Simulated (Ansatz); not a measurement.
An Ansatz (a program for electronic structure) run. Input:

Ansatz 0.2 input:
```yaml
crystal:
  lattice:
    - [3.0671169683, 0.0, 0.0]
    - [-1.5335584842, 2.6562012109, 0.0]
    - [0.0, 0.0, 17.6742186054]
  atoms:
    - { symbol: Ti, position: [0.6666666667, 0.3333333333, 0.3648216592] }
    - { symbol: Ti, position: [0.3333333333, 0.6666666667, 0.6351783408] }
    - { symbol: Ti, position: [0.3333333333, 0.6666666667, 0.8648216592] }
    - { symbol: Ti, position: [0.6666666667, 0.3333333333, 0.1351783408] }
    - { symbol: Ti, position: [0.0, 0.0, 0.5] }
    - { symbol: Ti, position: [0.0, 0.0, 0.0] }
    - { symbol: Si, position: [0.0, 0.0, 0.75] }
    - { symbol: Si, position: [0.0, 0.0, 0.25] }
    - { symbol: C, position: [0.3333333333, 0.6666666667, 0.4274945143] }
    - { symbol: C, position: [0.6666666667, 0.3333333333, 0.5725054857] }
    - { symbol: C, position: [0.6666666667, 0.3333333333, 0.9274945143] }
    - { symbol: C, position: [0.3333333333, 0.6666666667, 0.0725054857] }
kpoints:
  mp_grid: { grid: [15, 15, 3] }
hamiltonian:
  xc: r2scan
  pseudopotentials: { kind: paw }
scf:
  occupations: { method: gaussian, width: 0.05 }
checkpoint: { read: metal.run }
output: { bader: true, populations: true }
```

Output (shortened):

```
Pseudopotential: Ti, paw, valence charge 12
Pseudopotential: Si, paw, valence charge 4
Pseudopotential: C, paw, valence charge 4
Functional definition: r2SCAN
Crystal: 12 atoms, lattice volume = 143.990 Å³
Basis set: ecut = 500 eV, 3713 PW (Γ), exchange–correlation on 96×96×540 points (64 copies of the dense FFT grid, shifted against one another)
Bands: 72, of which v1, the nominal top of the filled ones, is band 48 counted from 1 (47 counted from 0)
Symmetry: 24 space group operations
Space group: P63/mmc (ITA 194), of the structure as read, at distance tolerance 5.2e-5 Å
k-points: 54 of 675
Stability of the state it starts from, as read at its close in the unpolarized treatment …
iter 1 solved again at ethr=1.53e-7 eV; its pass at ethr=3.10e-3 eV (dr2=1.47e-4 eV) is discarded
SCF iter   1: F=—  HF=-17322.265323 eV  |F-HF|=—  |Δ(HF+E_count)|=         —  Δρ=4.22e-7  dr2=8.99e-10  dr2_τ=8.72e-12  ethr=1.53e-7  ⟨swp⟩=2.9  Hψ=24431  notcnv=0
preconditioner: auto → Kerker (q_TF=auto, 2.550 Å⁻¹)
SCF iter   2: F=—  HF=-17322.265284 eV  |F-HF|=—  |Δ(HF+E_count)|=   3.81e-5  Δρ=2.47e-7  dr2=1.56e-10  dr2_τ=1.04e-11  ethr=1.00e-12  ⟨swp⟩=7.7  Hψ=13682  notcnv=0
SCF iter   3: F=-17322.265284 eV  HF=-17322.265284 eV  |F-HF|=3.64e-11  |Δ(HF+E_count)|=    0.00e0  Δρ=1.18e-7  dr2=7.03e-11  dr2_τ=6.41e-13  ethr=1.00e-12  ⟨swp⟩=1.0  Hψ=8004  notcnv=0
SCF 1 converged in 3 iterations: F = -17322.265284 eV  dr2 = 7.03e-11
SCF converged after 3 iterations
Free energy (F): -17322.265284 eV
Harris-Foulkes:  -17322.265284 eV  (|F-HF|=3.64e-11)
Internal energy: -17322.260368 eV  (E = F + TS)
E sigma→0 (E₀):  -17322.262826 eV
Entropy (-TS):   -0.004916 eV (-0.410 meV/atom)
Fermi energy:    13.811116 eV
--- Per-component energies (eV) ---
  E_band       = -854.667846
  E_kinetic    = 2084.342393
  E_local      = -6845.596720  (includes V_loc(G=0)·N_el)
  E_nonlocal   = 187.489717
  E_hartree    = 2962.296950
  E_xc         = -861.667901
  E_vxc        = -1173.926104  (∫ρ·V_xc dr)
  E_paw        = -7777.203671  (= ΣΔE_a)
  E_vpaw       = -1104.203395  (= ΣTr[D̂ρ^β])
  E_aug_tail   = 0.000576  (compensation charges beyond the density's cutoff)
  E_vtau       = 72.631162  (kinetic-family band-sum trace: ∫τ·v_τ [+ j·A + Jᵃ·Aᵃ] dr)
  E_ewald      = -7070.149010
  E_core_change = -1.772704  (= ΣΔE_core)
  E_smearing   = -0.004916  (= −TS)
  E_closure    =  0.000000  (closes the sum)
  Σ components = -17322.265284   (vs F -17322.265284, Δ=0.00e0)
  [band-id]    e_kinetic+e_local+e_nonlocal+2·e_hartree+e_vxc+e_vpaw+e_augmentation_tail+e_vtau = -854.668470   (vs E_band -854.667846, Δ=-6.24e-4)
--- Band table (eV; the first three rows and the last of 54) ---
  k-point 0: bands = ["-45.4100", "-45.4099", "-45.3694", "-45.3690", "-45.3345", "-45.3343", "-20.8864", "-20.8808", "-20.6678", "-20.6563", "-20.4307", "-20.4276", "-20.4276", "-20.4273", "-20.4273", "-20.4248", "-20.4065", "-20.4065", "-20.4061", …
  k-point 1: bands = ["-45.4100", "-45.4099", "-45.3693", "-45.3691", "-45.3344", "-45.3343", "-20.8851", "-20.8823", "-20.6650", "-20.6592", "-20.4292", "-20.4275", "-20.4275", "-20.4274", "-20.4274", "-20.4262", "-20.4064", "-20.4064", "-20.4062", …
  k-point 2: bands = ["-45.4072", "-45.4070", "-45.3673", "-45.3669", "-45.3331", "-45.3329", "-20.8801", "-20.8746", "-20.6679", "-20.6567", "-20.4485", "-20.4463", "-20.4399", "-20.4374", "-20.4339", "-20.4337", "-20.4102", "-20.4100", "-20.4098", …
  k-point 53: bands = ["-45.3205", "-45.3205", "-45.3142", "-45.3142", "-45.3139", "-45.3139", "-20.7604", "-20.7604", "-20.7594", "-20.7594", "-20.7505", "-20.7501", "-20.6538", "-20.6538", "-20.6522", "-20.6522", "-20.6502", "-20.6495", "-20.5125", …
--- Löwdin populations: 12 sites ---
  site symbol       q [e]
     0     Ti     11.2748
     1     Ti     11.2748
     2     Ti     11.2748
     3     Ti     11.2748
     4     Ti     11.1407
     5     Ti     11.1407
     6     Si      4.3668
     7     Si      4.3668
     8      C      4.8499
     9      C      4.8499
    10      C      4.8499
    11      C      4.8499
  spilling = 0.005064 (of n_electrons = 96.000000)
--- Bader charges: 12 sites ---
  site symbol  charge [e]  shift [e]
     0     Ti      1.5653     0.0015
     1     Ti      1.5654     0.0015
     2     Ti      1.5653     0.0015
     3     Ti      1.5654     0.0015
     4     Ti      1.7526     0.0009
     5     Ti      1.7525     0.0009
     6     Si     -1.0492     0.0032
     7     Si     -1.0492     0.0032
     8      C     -1.9170     0.0005
     9      C     -1.9170     0.0005
    10      C     -1.9170     0.0005
    11      C     -1.9171     0.0005
  shift: an alarm, by how much a part of what the PAW files miss would move the charge. Where it is large, compare
  with a run on PAW files of another source; a small one proves nothing
  estimated error of the sums over rays = 6.5e-4 e
```

Cost: about 2.8 core-minutes (a rough figure) on shared cores.

Space group P6_3/mmc. Symmetry was held in the r²SCAN relaxation. No spin polarisation was allowed.

Potentials: the later of the program's two PAW sets.

Ansatz is a plane-wave DFT program.
